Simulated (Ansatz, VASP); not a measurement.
**One calculation of Ni, 3 ways**

The starting cell:

```
Ni
1.0
     0.00000    1.73757    1.73757
     1.73757    0.00000    1.73757
     1.73757    1.73757    0.00000
Ni
1
Direct
  0.00000 0.00000 0.00000
```

Alike in all runs: task relaxation of cell and atoms; functional RPBE; k mesh 13 × 13 × 13; occupations fermi-dirac, width 0.05 eV; collinear spin, ferromagnetic start; no spin-orbit coupling.

```
                        program and potentials  plane-wave cutoff (eV)                                                                                          notes  equilibrium volume (Å³/atom)
                            Ansatz, Ansatz PAW                     420  potentials made for PBE, which Ansatz adapts in part; 18 valence electrons an atom on average                         11.20
Ansatz, all-electron LAPW, scalar-relativistic                       -                                                                                              -                         11.20
                VASP, PBE PAW files Ni, 600 eV                     600                               potentials made for PBE; 10 valence electrons an atom on average                         11.22
```

The equilibrium volume spans 11.20 (Ansatz, all-electron LAPW, scalar-relativistic) to 11.22 Å³/atom (VASP, PBE PAW files Ni, 600 eV), with all-electron results at 11.20. Some sets were made for another functional than the one run, which can shift their rows. The state is the one that the start led to, which needn't be the lowest. Relaxations stop with a little pressure left, so the last digit of a volume isn't settled.

Differences between rows come from potentials, basis sets and numerical settings, since the functional is the same but for its coding. Runs on potential files found faulty are left out.
